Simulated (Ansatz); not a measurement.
# NbP (I4_1md)

The calculation used DFT PBE, scalar-relativistic, plane waves, PAW in Ansatz.

Cutoff 420 eV; k points 18×18×18 on the computed 4-atom cell (Γ-centred); Gaussian smearing, width 0.10 eV; no spin polarisation.

The structure is relaxed at this level of theory with its symmetry kept. Whether it is the stable form of this composition wasn't checked.

```
CELL_PARAMETERS angstrom
-1.67352 1.67352 5.71398
1.67352 -1.67352 5.71398
1.67352 1.67352 -5.71398
ATOMIC_POSITIONS crystal
Nb 0.75003 0.75003 0.00000
Nb 0.50003 0.00003 0.50000
P 0.33259 0.33259 0.00000
P 0.08259 0.58259 0.50000
```

```json
{
  "Space group": "I4_1md (No. 109)",
  "Volume per atom": "16.00 Å³",
  "Formation energy from the elements' standard states (uncorrected)": "-1.039 eV/atom",
  "Kohn–Sham band gap": "none (metal)",
  "Density of states at the Fermi level": "0.05 states/eV per cell (so small that it hangs on the mesh: a semimetal, or crossings between mesh points)",
  "Löwdin character within 0.5 eV of the Fermi level": "Nb 4d 81 %, P 3p 13 %",
  "Bader charges (e)": "Nb (2 in the cell) 1.15, P (2 in the cell) -1.15"
}
```